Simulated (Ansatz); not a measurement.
# GaSb: a trial structure relaxed, part 2 of 2

The task: take a trial cell of GaSb to zero force and stress.

Ansatz 0.2.0; DFT PBE, scalar-relativistic, plane waves, PAW. The steps go on from the part before.

## (4) Relaxation on the finer mesh

The end of the coarse run is made exact in the group found at a tolerance of 0.06 Å and reduced to its primitive cell.

Contents of input.yaml:

```yaml
crystal:
  lattice:
    - [4.0046909147, 0.0, 0.0]
    - [-2.0023454573, 3.4681640664, 0.0]
    - [0.0, 0.0, 7.0776401553]
  atoms:
    - { symbol: Ga, position: [0.0, 0.0, 0.0] }
    - { symbol: Ga, position: [0.0, 0.0, 0.5] }
    - { symbol: Sb, position: [0.3333333333, 0.6666666667, 0.75] }
    - { symbol: Sb, position: [0.6666666667, 0.3333333333, 0.25] }
basis:
  ecutwfc: 420
kpoints:
  mp_grid: { grid: [15, 15, 8] }
hamiltonian:
  xc: pbe
scf:
  occupations: { method: gaussian, width: 0.1 }
output:
  forces: true
  stress: true
  eigenvalues: true
relax:
  adjacent_minimum: "off"
  f_tol: 0.01
  max_steps: 80
  cell: { stress_tol: 0.05 }
```

Started as:

```sh
> ansatz run input.yaml --threads 1 --pin off --max-ram 2048MiB --backend cpu --events-out ev --progress --plain --runs-dir out
```

What it wrote (excerpt; [...] marks lines left out):

```text
Warning: RAYON_NUM_THREADS=1 ignored (pool sized by the plan → 1); use --threads N
[...]
Pseudopotentials: kind: paw
Pseudopotential: Ga, paw, valence charge 13, recommended cutoff 420 eV (normal), Ga.paw.azcp
Pseudopotential: Sb, paw, valence charge 15, recommended cutoff 420 eV (normal), Sb.paw.azcp
Functional definition: PBE
[...]
Crystal: 4 atoms, lattice volume = 98.301 Å³
Basis set: ecut = 420 eV, 1943 PW (Γ), exchange–correlation on 54×54×96 points (8 copies of the dense FFT grid, shifted against one another)
Bands: 34, of which v1, the nominal top of the filled ones, is band 28 counted from 1 (27 counted from 0)
Symmetry: 24 space group operations
Space group: P63/mmc (ITA 194), of the structure as read, at distance tolerance 4.6e-5 Å
k-points: 135 of 1800
[...]
--- Stress (GPa, compression-positive) ---
        0.021586       0.000000      -0.000000
        0.000000       0.021586       0.000000
       -0.000000       0.000000      -0.046227
  P = ⅓ Tr σ = -0.0010 GPa (-0.010 kbar)
--- Band table (eV; the first three rows and the last of 135) ---
[...]
--- Relaxed structure (3 steps of the walk, 3 accepted, 1 SCFs on fresh bases) ---
  F+E_penalty+E_count = -20534.78506331 eV   max|allowed force component| = 5.320e-17 eV/Å   (the final SCF, on the basis selected at the relaxed cell)
  cell:  # Å, volume = 98.1919 Å³
    - [3.978789756071459, -2.8680799913986782e-11, 0.0]
    - [-1.9893948780108912, 3.4457330050895143, 0.0]
    - [0.0, 0.0, 7.162146216040377]
  atoms:
    - { symbol: Ga, position: [3.145849046242253e-34, -1.7064424031474823e-35, -3.543160187193663e-38] }
    - { symbol: Ga, position: [2.991327430366602e-34, -1.5907513927597117e-35, 0.5000000000000001] }
    - { symbol: Sb, position: [0.3333333333333333, 0.6666666666666667, 0.7500000000000002] }
    - { symbol: Sb, position: [0.6666666666666667, 0.3333333333333333, 0.25000000000000006] }
```

It took 90 s on 1 thread of Arm Neoverse V2, shared host; peak memory 0.59 GiB.

Step by step:

| step | energy from step 1 (eV/cell) | largest force component (eV/Å) | pressure (GPa) | volume (Å³) |
| --- | --- | --- | --- | --- |
| 1 | 0.0000 | 0.0000 | 0.01 | 98.30 |
| 2 | -0.0013 | 0.0000 | 0.01 | 98.23 |
| 3 | -0.0015 | 0.0000 | 0.00 | 98.19 |
| 4 | -0.0015 | 0.0000 | 0.00 | 98.19 |

Step 1 is the start. Step 4 repeats the geometry before it on a plane-wave basis chosen anew for that cell, so its energy need not be comparable with the rows above.

|  | before | after | change |
| --- | --- | --- | --- |
| a (Å) | 4.005 | 3.979 | -0.6 % |
| b (Å) | 4.005 | 3.979 | -0.6 % |
| c (Å) | 7.078 | 7.162 | +1.2 % |
| volume (Å³/atom) | 24.58 | 24.55 | -0.1 % |
| shortest distance (Å) | 2.911 | 2.913 | 0.0 % |
| space group (0.01 Å) | P6_3/mmc | P6_3/mmc | same |

The run keeps the 24 symmetry operations of the start, so it could not have lowered the symmetry.

## (5) Variant: preconditioner kerker_dos

Contents of input.yaml:

```yaml
crystal:
  lattice:
    - [3.9787897561, 0.0, 0.0]
    - [-1.989394878, 3.4457330051, 0.0]
    - [0.0, 0.0, 7.162146216]
  atoms:
    - { symbol: Ga, position: [0.0, 0.0, 0.0] }
    - { symbol: Ga, position: [0.0, 0.0, 0.5] }
    - { symbol: Sb, position: [0.3333333333, 0.6666666667, 0.75] }
    - { symbol: Sb, position: [0.6666666667, 0.3333333333, 0.25] }
basis:
  ecutwfc: 420
kpoints:
  mp_grid: { grid: [15, 15, 8] }
hamiltonian:
  xc: pbe
scf:
  occupations: { method: gaussian, width: 0.1 }
  mixing: { preconditioner: kerker_dos }
output:
  forces: true
  eigenvalues: true
  stress: true
```

Started as:

```sh
> ansatz run input.yaml --threads 1 --pin off --max-ram 2048MiB --backend cpu --events-out ev --progress --plain --runs-dir out
```

What it wrote (excerpt; [...] marks lines left out):

```text
Warning: RAYON_NUM_THREADS=1 ignored (pool sized by the plan → 1); use --threads N
[...]
[... 4 set-up lines as earlier in the session ...]
[...]
Crystal: 4 atoms, lattice volume = 98.192 Å³
Basis set: ecut = 420 eV, 1943 PW (Γ), exchange–correlation on 54×54×96 points (8 copies of the dense FFT grid, shifted against one another)
Bands: 34, of which v1, the nominal top of the filled ones, is band 28 counted from 1 (27 counted from 0)
[... 2 set-up lines as earlier in the session ...]
k-points: 135 of 1800
[...]
SCF iter   1: F=—  HF=-20534.786951 eV  |F-HF|=—  |Δ(HF+E_count)|=         —  Δρ=1.71e-3  dr2=2.69e-3  ethr=1.77e-3  ⟨swp⟩=6.2  Hψ=18620  notcnv=0  defer=1
[...]
SCF iter   7: F=-20534.785063 eV  HF=-20534.785063 eV  |F-HF|=3.68e-8  |Δ(HF+E_count)|=   1.55e-7  Δρ=6.97e-6  dr2=3.36e-8  ethr=1.79e-10  ⟨swp⟩=8.0  Hψ=20364  notcnv=0
[...]
SCF converged after 7 iterations
Free energy (F): -20534.785063 eV
[...]
E sigma→0 (E₀):  -20534.780814 eV
Entropy (-TS):   -0.008498 eV (-2.124 meV/atom)
Fermi energy:    9.516754 eV
[...]
--- Forces (eV/Å), atoms counted from 1 ---
  atom   1  Ga     0.00000000     0.00000000     0.00000000
  atom   2  Ga     0.00000000    -0.00000000     0.00000000
  atom   3  Sb     0.00000000     0.00000000     0.00000000
  atom   4  Sb     0.00000000    -0.00000000     0.00000000
[...]
--- Stress (GPa, compression-positive) ---
        0.021590       0.000000       0.000000
        0.000000       0.021590       0.000000
        0.000000       0.000000      -0.046234
  P = ⅓ Tr σ = -0.0010 GPa (-0.010 kbar)
--- Band table (eV; the first three rows and the last of 135) ---
[...]
```

Wall time 21 s (1 thread of Arm Neoverse V2, shared host); peak memory 0.56 GiB.

| run | ending | energy change | pressure (GPa) | gap (eV) | force (eV/Å) | cycles | time |
| --- | --- | --- | --- | --- | --- | --- | --- |
| step 4 | converged | 0 | 0.0 | 0.00 | 0.00 | - | 90 s |
| variant | converged | 0.0 meV/atom | 0.0 | 0.00 | 0.00 | 7 | 21 s |

With the changed mixing the energy agrees within 0.5 meV/atom.

## (6) Outcome

This closing draws on all 2 parts. Changes of volume or cell count from the first structure of part 1.

| quantity | value |
| --- | --- |
| symmetry at the end (tolerance 0.05 Å) | space group P6_3/mmc (No. 194) |
| conventional cell | a = 3.979 Å, b = 3.979 Å, c = 7.162 Å, α = 90.00°, β = 90.00°, γ = 120.00° |
| volume | 24.55 Å³/atom |
| energy over the elements | +0.06 eV/atom |
| gap on the mesh | none (metal) |

In words: The space group P6_3/mmc (No. 194) is kept, and the volume per atom grows by 11.8 % from the first guess. The formation energy is positive, so the separate elements lie lower. No finished test with a distortion of lower symmetry is shown, so the end may be a saddle point. Spin-orbit coupling is left out for Sb.
